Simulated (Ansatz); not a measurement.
A run of Ansatz 0.2.0:

input.yaml

```yaml
crystal:
  lattice:
    - [0.0, 2.702, 2.702]
    - [2.702, 0.0, 2.702]
    - [2.702, 2.702, 0.0]
  atoms:
    - { symbol: Zn, position: [0.75, 0.75, 0.75] }
    - { symbol: S, position: [0.0, 0.0, 0.0] }
kpoints:
  mp_grid: { grid: [6, 6, 6] }
scf:
  occupations: { method: fermi_dirac, width: 0.05 }
hamiltonian:
  xc: pbesol
  pseudopotentials: { kind: all_electron, datasets: crystal }
output:
  forces: true
  stress: true
  eigenvalues: true
  elf: true
  volumetric_format: npy
```

Potentials or basis: all-electron PAW datasets made for the crystal.

The run is started by

```console
$ ansatz run input.yaml --threads 2 --pin off --max-ram 8192MiB --backend cpu --events-out ev --progress --plain --runs-dir out
```

Hardware: 2 threads of AMD EPYC 7R13 Processor (Zen 3) (shared host).

Question: Estimate the wall time of this run.

Answer: Wall time 2.7 s on 2 threads of AMD EPYC 7R13 Processor (Zen 3) (shared host), peak memory 0.47 GiB. Counts: scf iterations 9, plane waves 411, k points 16, bands 13.
